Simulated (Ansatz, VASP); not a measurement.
# VSb2: VASP beside Ansatz

One calculation is typed for both programs; each brings its own data sets and cutoff. How far apart do they land?

Program: Ansatz 0.2.0. Level of theory: plane waves, with VASP 6.6.1 beside it; single point at PBEsol. Results are calculated unless marked as measured.

## (1) The starting structure

It takes space group I4/mcm (No. 140, tetragonal). Conventional cell: a = 6.554 Å, b = 6.554 Å, c = 5.637 Å, α = 90.00°, β = 90.00°, γ = 90.00°. Sb has 4 V at 2.85 Å and 1 Sb at 2.89 Å nearest. Nearest to V lie 2 V at 2.82 Å and 8 Sb at 2.85 Å. Farther neighbours are not listed.

Structure file:

```cif
data_structure
_symmetry_space_group_name_H-M 'P 1'
_symmetry_Int_Tables_number 1
_cell_length_a 5.4239
_cell_length_b 5.4239
_cell_length_c 5.4239
_cell_angle_alpha 105.664
_cell_angle_beta 105.664
_cell_angle_gamma 117.388
_cell_volume 121.05
loop_
_atom_site_label
_atom_site_type_symbol
_atom_site_fract_x
_atom_site_fract_y
_atom_site_fract_z
_atom_site_occupancy
Sb1 Sb 0.84432 0.65568 0.50000 1
Sb2 Sb 0.34432 0.84432 0.18864 1
Sb3 Sb 0.15568 0.34432 0.50000 1
Sb4 Sb 0.65568 0.15568 0.81136 1
V5 V 0.75000 0.75000 0.00000 1
V6 V 0.25000 0.25000 0.00000 1
```

## (2) Ansatz: single point, PBEsol

Ansatz runs on its default PAW (the set named soft_2) files.

A single point gives forces, pressure and levels at one fixed geometry, so differences don't come from the geometry; what else differs is listed under the comparison.

Contents of input.yaml:

```yaml
crystal:
  lattice:
    - [-3.2769, 3.2769, 2.8183]
    - [3.2769, -3.2769, 2.8183]
    - [3.2769, 3.2769, -2.8183]
  atoms:
    - { symbol: Sb, position: [0.84432, 0.65568, 0.5] }
    - { symbol: Sb, position: [0.34432, 0.84432, 0.18864] }
    - { symbol: Sb, position: [0.15568, 0.34432, 0.5] }
    - { symbol: Sb, position: [0.65568, 0.15568, 0.81136] }
    - { symbol: V, position: [0.75, 0.75, 0.0], spin: 2.0 }
    - { symbol: V, position: [0.25, 0.25, 0.0], spin: 2.0 }
hamiltonian:
  xc: pbesol
  pseudopotentials: { kind: paw }
magnetization:
  spin_polarized: true
kpoints:
  mp_grid: { grid: [6, 6, 6] }
scf:
  occupations: { method: gaussian, width: 0.05 }
  n_extra_bands: 9
output:
  forces: true
  stress: true
  eigenvalues: true
  write_density: true
  write_potential: true
  elf: true
  volumetric_format: npy
```

On the command line:

```
$ ansatz run input.yaml --threads 4 --pin off --max-ram 9216MiB --backend cpu --events-out ev --progress --plain --runs-dir out
```

Numbers of over 12 decimals in the logs are rounded to 6 here.

What it wrote:

```text
Warning: the band count 52 (scf.n_extra_bands) hosts the net moment |M| = 4.0000 μB (N_el = 86) but caps the reachable moment at 2·n_bands − N_el = 18.0000 μB, below the 54 bands that the automatic rule leaves for it — a moment growing past the seed, or the majority channel's smearing tail, pins there with fewer empty majority states than that count leaves; raise or omit scf.n_extra_bands unless the cap is intended
scf.n_extra_bands = 9 over 43 filled bands (N_el = 86.0): the run solves 52 bands
Engine: ansatz 0.2.0, x86_64-unknown-linux-gnu
Pseudopotentials: kind: paw
Pseudopotential: Sb, paw, valence charge 15, recommended cutoff 420 eV (normal), Sb.paw.azcp
Pseudopotential: V, paw, valence charge 13, recommended cutoff 420 eV (normal), V.paw.azcp
Functional definition: PBEsol
  exchange = pbesol_x
  correlation = pbesol_c
Crystal: 6 atoms, lattice volume = 121.052 Å³
Basis set: ecut = 420 eV, 2345 PW (Γ), exchange–correlation on 80×80×80 points (8 copies of the dense FFT grid, shifted against one another)
Bands: 52, of which v1, the nominal top of the filled ones, is band 43 counted from 1 (42 counted from 0)
Symmetry: 16 space group operations
Space group: I4/mcm (ITA 140), of the structure as read, at distance tolerance 4.9e-5 Å
Magnetic group: BNS 140.541 (UNI 1201), of the structure as read, at distance tolerance 4.9e-5 Å
k-points: 30 of 216
Non-local potential: Sb, projectors of the file, l = 0: 2, l = 1: 2, l = 2: 2, l = 3: 2
Non-local potential: V, projectors of the file, l = 0: 3, l = 1: 2, l = 2: 3, l = 3: 1
PAW form: soft (Blöchl's): semilocal exchange-correlation on the pseudo side does not see the compensation charge
PAW frozen core: Sb, regenerated for the run's functional, and the local potential with it (the file was generated under x = pbe(κ = 0.804, μ = 0.219515), c = pbe(β = 0.066725))
PAW frozen core: V, regenerated for the run's functional, and the local potential with it (the file was generated under x = pbe(κ = 0.804, μ = 0.219515), c = pbe(β = 0.066725))
PAW one-centre angular grid: Sb, 590 points (default); XC on 64 Gauss nodes
PAW one-centre angular grid: V, 590 points (default); XC on 64 Gauss nodes
Initial density: superposition of atomic densities (chi_scale 0.1, normalization cell)
Starting moments: Σ|m| = 4 μB on 2 of 6 sites
Initial wavefunctions: pseudopotential atomic-orbital guess
Functional: x = pbesol(κ = 0.804, μ = 0.123457), c = pbesol(β = 0.046)
iter 1 solved again at ethr=2.32e-3 eV; its pass at ethr=3.10e-3 eV (dr2=1.99e0 eV) is discarded
SCF iter   1: F=—  HF=-31403.833828 eV  |F-HF|=—  |Δ(HF+E_count)|=         —  Δρ=5.90e-2 (↑5.90e-2 ↓5.00e-2)  dr2=2.01e0  dr2_m=3.00e0  M=0.797 μB ∫|m|=1.208 μB  β_m=0.30  ethr=2.32e-3  ⟨swp⟩=1.0  Hψ=15409  notcnv=0
Mixer restart at iter 1: flushing history
preconditioner: auto → Kerker (q_TF=auto, 2.577 Å⁻¹)  [metal: Δε(μ)=0.017 eV  Ē_g=6.499 eV  σ=0.050 eV  W_gap=0.19  n_scr=34 (ndim 8)  ℏωp=18.5 eV  f_vac=0.000  D(μ)=5.21/eV (n_scr^D=46)]
spin=Collinear: Kerker preconditioning applied to the charge; magnetization (m = ρ↑ − ρ↓) channel mixes plain (no charge-response kernel on spin).
SCF iter   2: F=—  HF=-31403.407533 eV  |F-HF|=—  |Δ(HF+E_count)|=   4.26e-1  Δρ=3.93e-2 (↑3.58e-2 ↓3.93e-2)  dr2=1.86e0  dr2_m=1.38e0  M=0.886 μB ∫|m|=1.248 μB  β_m=0.63  ethr=2.32e-3  ⟨swp⟩=2.0  Hψ=3705  notcnv=0
SCF iter   3: F=—  HF=-31403.861038 eV  |F-HF|=—  |Δ(HF+E_count)|=   4.54e-1  Δρ=1.27e-2 (↑1.27e-2 ↓1.16e-2)  dr2=6.48e-1  dr2_m=1.11e-1  M=0.655 μB ∫|m|=0.908 μB  β_m=0.75  ethr=2.16e-3  ⟨swp⟩=3.1  Hψ=4941  notcnv=0  defer=6
SCF iter   4: F=—  HF=-31403.501214 eV  |F-HF|=—  |Δ(HF+E_count)|=   3.60e-1  Δρ=4.24e-3 (↑4.24e-3 ↓2.19e-3)  dr2=4.32e-2  dr2_m=3.00e-3  M=0.439 μB ∫|m|=0.581 μB  β_m=0.85  ethr=7.53e-4  ⟨swp⟩=2.7  Hψ=4774  notcnv=0  defer=159
SCF iter   5: F=—  HF=-31403.620636 eV  |F-HF|=—  |Δ(HF+E_count)|=   1.19e-1  Δρ=4.74e-3 (↑4.74e-3 ↓2.03e-3)  dr2=7.82e-2  dr2_m=2.31e-3  M=0.378 μB ∫|m|=0.486 μB  β_m=0.85  ethr=5.03e-5  ⟨swp⟩=2.2  Hψ=5113  notcnv=0  defer=158
SCF iter   6: F=—  HF=-31403.640874 eV  |F-HF|=—  |Δ(HF+E_count)|=   2.02e-2  Δρ=2.24e-3 (↑8.11e-4 ↓2.24e-3)  dr2=5.21e-3  dr2_m=2.30e-3  M=0.395 μB ∫|m|=0.497 μB  β_m=0.83  ethr=5.03e-5  ⟨swp⟩=2.3  Hψ=6093  notcnv=0  defer=158
SCF iter   7: F=—  HF=-31403.641701 eV  |F-HF|=—  |Δ(HF+E_count)|=   8.27e-4  Δρ=8.80e-4 (↑8.80e-4 ↓4.25e-4)  dr2=6.89e-4  dr2_m=4.40e-4  M=0.361 μB ∫|m|=0.447 μB  β_m=0.92  ethr=6.05e-6  ⟨swp⟩=2.0  Hψ=4720  notcnv=0  defer=162
SCF iter   8: F=—  HF=-31403.641820 eV  |F-HF|=—  |Δ(HF+E_count)|=   1.20e-4  Δρ=3.50e-4 (↑3.50e-4 ↓2.32e-4)  dr2=3.81e-5  dr2_m=9.18e-5  M=0.341 μB ∫|m|=0.415 μB  β_m=0.96  ethr=8.02e-7  ⟨swp⟩=2.0  Hψ=3705  notcnv=0  defer=162
SCF iter   9: F=—  HF=-31403.641824 eV  |F-HF|=—  |Δ(HF+E_count)|=   3.35e-6  Δρ=1.36e-4 (↑1.36e-4 ↓7.50e-5)  dr2=8.39e-6  dr2_m=1.20e-5  M=0.329 μB ∫|m|=0.398 μB  β_m=0.98  ethr=4.43e-8  ⟨swp⟩=2.0  Hψ=3939  notcnv=0  defer=162
SCF iter  10: F=—  HF=-31403.641823 eV  |F-HF|=—  |Δ(HF+E_count)|=   4.31e-7  Δρ=4.32e-5 (↑4.32e-5 ↓7.15e-6)  dr2=4.95e-6  dr2_m=5.10e-7  M=0.324 μB ∫|m|=0.390 μB  β_m=0.99  ethr=9.75e-9  ⟨swp⟩=2.0  Hψ=3991  notcnv=0  defer=162
SCF iter  11: F=—  HF=-31403.641824 eV  |F-HF|=—  |Δ(HF+E_count)|=   7.56e-7  Δρ=1.47e-5 (↑1.47e-5 ↓3.53e-6)  dr2=6.10e-7  dr2_m=4.05e-8  M=0.322 μB ∫|m|=0.388 μB  β_m=0.95  ethr=5.75e-9  ⟨swp⟩=2.0  Hψ=3576  notcnv=0  defer=162
SCF iter  12: F=—  HF=-31403.641824 eV  |F-HF|=—  |Δ(HF+E_count)|=   4.01e-8  Δρ=3.01e-6 (↑3.01e-6 ↓6.27e-7)  dr2=1.82e-8  dr2_m=2.27e-9  M=0.322 μB ∫|m|=0.387 μB  β_m=0.98  ethr=7.09e-10  ⟨swp⟩=2.0  Hψ=3642  notcnv=0  defer=162
SCF iter  13: F=—  HF=-31403.641824 eV  |F-HF|=—  |Δ(HF+E_count)|=  2.69e-10  Δρ=3.90e-7 (↑3.76e-7 ↓3.90e-7)  dr2=1.14e-9  dr2_m=1.68e-12  M=0.322 μB ∫|m|=0.387 μB  β_m=0.95  ethr=2.11e-11  ⟨swp⟩=2.1  Hψ=5481  notcnv=0  defer=162
SCF iter  14: F=-31403.641824 eV  HF=-31403.641824 eV  |F-HF|=4.37e-10  |Δ(HF+E_count)|=  1.13e-10  Δρ=2.84e-7 (↑2.84e-7 ↓2.02e-7)  dr2=4.68e-10  dr2_m=2.29e-12  M=0.322 μB ∫|m|=0.387 μB  ethr=1.32e-12  ⟨swp⟩=10.7  Hψ=17360  notcnv=0
SCF 1 converged in 14 iterations: F = -31403.641824 eV  dr2 = 4.68e-10
  greatest PAW one-centre occupation: 0.999 electrons in one spin orbital (limit 2), on the V atom at site 5 (counted from 0), in its partial waves of l = 0
SCF converged after 14 iterations
Magnetization: 0.3220 μB (43.1610 up, 42.8390 down)
Absolute magnetization: 0.3887 μB (∫|ρ↑−ρ↓|, with the PAW one-centre terms)
Spin contamination: 0.0043 ħ² per cell (⟨S²⟩ above its minimum at these occupations)
Per-site moments (μB) at R_I (Å): [(-0.00498088, 1.175370), (-0.00498088, 1.175370), (-0.00498088, 1.175370), (-0.00498088, 1.175370), (0.155212, 1.162549), (0.155212, 1.162549)]
Free energy (F): -31403.641824 eV
Harris-Foulkes:  -31403.641824 eV  (|F-HF|=4.37e-10)
Internal energy: -31403.635815 eV  (E = F + TS)
E sigma→0 (E₀):  -31403.638819 eV
Entropy (-TS):   -0.006009 eV (-1.002 meV/atom)
Fermi energy:    14.576712 eV
--- Per-component energies (eV) ---
  E_band       = -766.652940
  E_kinetic    = 1507.984097
  E_local      = -7326.311937  (includes V_loc(G=0)·N_el)
  E_nonlocal   = 1376.443373
  E_hartree    = 3389.625565
  E_xc         = -811.632227
  E_vxc        = -720.042673  (∫ρ·V_xc dr)
  E_paw        = -20179.093078  (= ΣΔE_a)
  E_vpaw       = -2383.978488  (= ΣTr[D̂ρ^β])
  E_aug_tail   = 0.000517  (compensation charges beyond the density's cutoff)
  E_ewald      = -9362.278911
  E_core_change = 1.626786  (= ΣΔE_core)
  E_smearing   = -0.006009  (= −TS)
  E_closure    = 0.000000  (closes the sum)
  Σ components = -31403.641824   (vs F -31403.641824, Δ=0.00e0)
--- Forces (eV/Å), atoms counted from 1 ---
  atom   1  Sb     0.11838588    -0.11838588     0.00000000
  atom   2  Sb    -0.11838588    -0.11838588     0.00000000
  atom   3  Sb    -0.11838588     0.11838588     0.00000000
  atom   4  Sb     0.11838588     0.11838588     0.00000000
  atom   5  V      0.00000000     0.00000000     0.00000000
  atom   6  V      0.00000000    -0.00000000     0.00000000
  max |Σ_I F_I| component: 5.55e-17 eV/Å
--- Stress (GPa, compression-positive) ---
       -2.911729      -0.000000       0.000000
       -0.000000      -2.911729      -0.000000
        0.000000       0.000000      -4.761472
  P = ⅓ Tr σ = -3.5283 GPa (-35.283 kbar)
--- Band table (eV; the first three rows and the last of 60) ---
  k-point 0 ↑: bands = [... 39 lower, 11.6831, 12.5424, 13.0795, 14.2593, 14.5447, 15.3120, 15.3120, 15.4140, ... 5 higher]
  k-point 1 ↑: bands = [... 39 lower, 12.0526, 12.3662, 12.9195, 14.4649, 14.9941, 15.1207, 15.3293, 15.4224, ... 5 higher]
  k-point 2 ↑: bands = [... 39 lower, 12.2542, 13.0128, 13.0435, 14.4716, 14.9524, 15.1389, 15.4211, 15.8609, ... 5 higher]
  k-point 29 ↓: bands = [... 39 lower, 13.6265, 13.8670, 14.6027, 14.7618, 14.8938, 14.8938, 15.9257, 15.9257, ... 5 higher]
```

Elapsed: 12 s, on 4 threads of Intel Xeon Platinum 8488C (Sapphire Rapids), shared host; peak memory 0.72 GiB; 38 s of CPU time.

The column dr2 measures how far the density is from self-consistency, as an energy; F and HF (Harris–Foulkes) agree once it is small.

The run ends at a pressure of -3.53 GPa, with forces up to 0.17 eV/Å.

(Part 1 of 2 ends here.)

[Lines on the potential files, build, host, timing and source positions are cut from VASP's logs without a mark.]

[Logs are printed without paths, hosts, clocks, repeated set-up lines and the standing remarks that a program may print on its own settings, such as how far it seeks lower states.]

[Hosts, paths, dates, database ids (printed as entryN), source tags and the programs' standing remarks are cut or masked in the printed files.]
